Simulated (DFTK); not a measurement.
Runs of DFTK 0.8.2 on Au. It takes space group Fm-3m (No. 225, cubic). The conventional cell has a = 4.070 Å, b = 4.070 Å, c = 4.070 Å, α = 90.00°, β = 90.00°, γ = 90.00°. Au (site symmetry m-3m) has 12 Au at 2.88 Å as nearest neighbours. 

```tsv
task	level	potentials or basis	U	k mesh	cutoff (eV)	start of the occupations	symmetries used	gaussian width for the DOS	mesh quality	gap on the mesh (eV)	pressure (GPa)
projected density of states	LDA+U	dojo.nc.sr.lda.v0_4_1.standard.upf (LDA)	Au d U = 8 eV	6 × 6 × 6	871	half filled (the program's default)	no	0.15 eV	coarse	none	2.0
projected density of states	LDA+U	dojo.nc.sr.lda.v0_4_1.standard.upf (LDA)	Au d U = 0 eV	6 × 6 × 6	871	half filled (the program's default)	no	0.15 eV	coarse	none	(a)
projected density of states	LDA+U	dojo.nc.sr.lda.v0_4_1.standard.upf (LDA)	Au d U = 3 eV	6 × 6 × 6	871	half filled (the program's default)	no	0.15 eV	coarse	none	-2.0
projected density of states	LDA+U	dojo.nc.sr.lda.v0_4_1.standard.upf (LDA)	Au d U = 4.5 eV	6 × 6 × 6	871	half filled (the program's default)	no	0.15 eV	coarse	none	-1.0
projected density of states	LDA+U	dojo.nc.sr.lda.v0_4_1.standard.upf (LDA)	Au d U = 1.5 eV	6 × 6 × 6	871	half filled (the program's default)	no	0.15 eV	coarse	none	-2.9
projected density of states	LDA+U	dojo.nc.sr.lda.v0_4_1.standard.upf (LDA)	Au d U = 6 eV	6 × 6 × 6	871	half filled (the program's default)	no	0.15 eV	coarse	none	(b)
```

Alike in all rows: no spin polarisation; cell as given; smearing fermi-dirac 0.05 eV.

Fill in the values left out.

(a) -3.7; (b) 0.1.

Caveats: all runs use coarse meshes; the Hubbard orbitals reach further out than in other programs, which can move energies by up to some tens of meV an atom; U without spin polarisation on a metal has little footing; the U is typed as a test and isn't derived for this compound.

A k mesh can miss the band edges, and the runs leave out spin-orbit coupling on Au.

A gap of «none» marks a metal or a gap under the smearing width.
